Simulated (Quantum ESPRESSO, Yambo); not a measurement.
Planning a run of Quantum ESPRESSO 7.5 on As (buckled honeycomb monolayer). The input:

```
&control
  calculation = 'scf'
  prefix = 'x'
  outdir = 'o'
  pseudo_dir = 'pseudo'
/
&system
  ibrav = 0
  nat = 2
  ntyp = 1
  ecutwfc = 100.0
  nbnd = 28
  force_symmorphic = .true.
/
&electrons
  conv_thr = 1e-10
  electron_maxstep = 80
  mixing_beta = 0.5
/
ATOMIC_SPECIES
  As 74.922 As.upf
CELL_PARAMETERS angstrom
  3.6112698141 -0.0000000000 0.0000000000
  -1.8056349070 3.1274513989 0.0000000000
  0.0000000000 0.0000000000 14.0000000000
ATOMIC_POSITIONS crystal
  As 0.3333333333 0.6666666667 0.4503483115
  As 0.6666666667 0.3333333333 0.5496516885
K_POINTS automatic
  12 12 1 0 0 0
```

```sh
OMP_NUM_THREADS=1 mpirun -n 8 pw.x -nk 8 -in pw.in > pw.out
```

**Question.** Estimate wall time and host memory on 8 MPI ranks of Arm Neoverse N1, shared host.

It took 57 s; on shared hardware allow 28 s to 1.9 min. Peak host memory was 1.4 GiB.

[Paths, hosts, dates, memory and timing lines, banners, echoed tables and standing remarks are left out of the program output.]

[Logs are printed without paths, hosts, clocks, repeated set-up lines and the standing remarks that a program may print on its own settings, such as how far it seeks lower states.]

[Runs of the session that timed out or met a known fault of the program may be left out.]

[Hosts, paths, dates, database ids (printed as entryN), source tags and the programs' standing remarks are cut or masked in the printed files.]
